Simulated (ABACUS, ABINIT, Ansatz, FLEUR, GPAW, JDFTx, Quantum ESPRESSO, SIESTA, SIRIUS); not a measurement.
**TiC: 9 runs at one level of theory**

```
CELL_PARAMETERS angstrom
0.00000 2.16572 2.16572
2.16572 0.00000 2.16572
2.16572 2.16572 0.00000
ATOMIC_POSITIONS crystal
Ti 0.98208 0.02153 0.99282
C 0.48439 0.50743 0.51417
```

The cell is a database's computed one, not the measured one.

Atoms were shifted at random by some hundredths of an Å from the given cell, which wasn't relaxed again for these runs.

Alike in all runs: task single point; functional PBEsol; k mesh 11 × 11 × 11; occupations fermi-dirac, width 0.05 eV; no spin polarisation; no spin-orbit coupling. Pressure is positive in compression and, in plane waves, holds the error of the finite cutoff.

```csv
program and potentials,plane-wave cutoff (eV),notes,pressure (GPa),largest force (eV/Å),energy over the undisturbed cell (meV/atom)
"ABACUS, PseudoDojo NC SR 0.4.1 PBEsol standard, plane waves",1143,-,-6.14,0.553,8.37
"Quantum ESPRESSO, GBRV 1.5 PBEsol",612,-,-6.34,0.551,8.34
"JDFTx, PseudoDojo-SR-PBEsol-0.4.1-standard with smoothed tails",1143,-,-6.12,0.553,8.37
"Ansatz, all-electron LAPW, scalar-relativistic",-,-,-6.32,0.550,-
"FLEUR, all-electron, FLAPW",-,-,-,0.550,-
"SIESTA, files PseudoDojo sr-pbesol-0.4.1-standard, DZP (energy shift 0.003 Ry; two zetas on semicore shells)",-,atomic basis,-4.95,0.572,8.60
"SIRIUS, PseudoDojo 0.4.1 PBEsol standard (scalar relativistic)",1152,-,-6.12,0.553,-
"ABINIT, PseudoDojo NC SR PBEsol v0.4.1 standard",1143,-,-6.12,0.553,-
"GPAW, PAW data sets generated for this functional",800,-,-5.43,0.559,8.46
```

Force on atom 1 (Ti), eV/Å:

```json
{"program and potentials": "ABACUS, PseudoDojo NC SR 0.4.1 PBEsol standard, plane waves", "x": "0.148", "y": "0.476", "z": "-0.240"}
{"program and potentials": "Quantum ESPRESSO, GBRV 1.5 PBEsol", "x": "0.147", "y": "0.474", "z": "-0.239"}
{"program and potentials": "JDFTx, PseudoDojo-SR-PBEsol-0.4.1-standard with smoothed tails", "x": "0.148", "y": "0.476", "z": "-0.240"}
{"program and potentials": "Ansatz, all-electron LAPW, scalar-relativistic", "x": "0.147", "y": "0.473", "z": "-0.239"}
{"program and potentials": "FLEUR, all-electron, FLAPW", "x": "0.147", "y": "0.473", "z": "-0.239"}
{"program and potentials": "SIESTA, files PseudoDojo sr-pbesol-0.4.1-standard, DZP (energy shift 0.003 Ry; two zetas on semicore shells)", "x": "0.151", "y": "0.492", "z": "-0.246"}
{"program and potentials": "SIRIUS, PseudoDojo 0.4.1 PBEsol standard (scalar relativistic)", "x": "0.148", "y": "0.476", "z": "-0.240"}
{"program and potentials": "ABINIT, PseudoDojo NC SR PBEsol v0.4.1 standard", "x": "0.148", "y": "0.476", "z": "-0.240"}
{"program and potentials": "GPAW, PAW data sets generated for this functional", "x": "0.149", "y": "0.481", "z": "-0.243"}
```

The pressure spans -6.34 (Quantum ESPRESSO, GBRV 1.5 PBEsol) to -4.95 GPa (SIESTA, files PseudoDojo sr-pbesol-0.4.1-standard, DZP (energy shift 0.003 Ry; two zetas on semicore shells)), with all-electron results at -6.32. Rows in atomic bases carry the error of their basis and grid, which can be large.

Differences between rows come from potentials, basis sets and numerical settings, since the functional is the same but for its coding. Runs on potential files found faulty are left out.
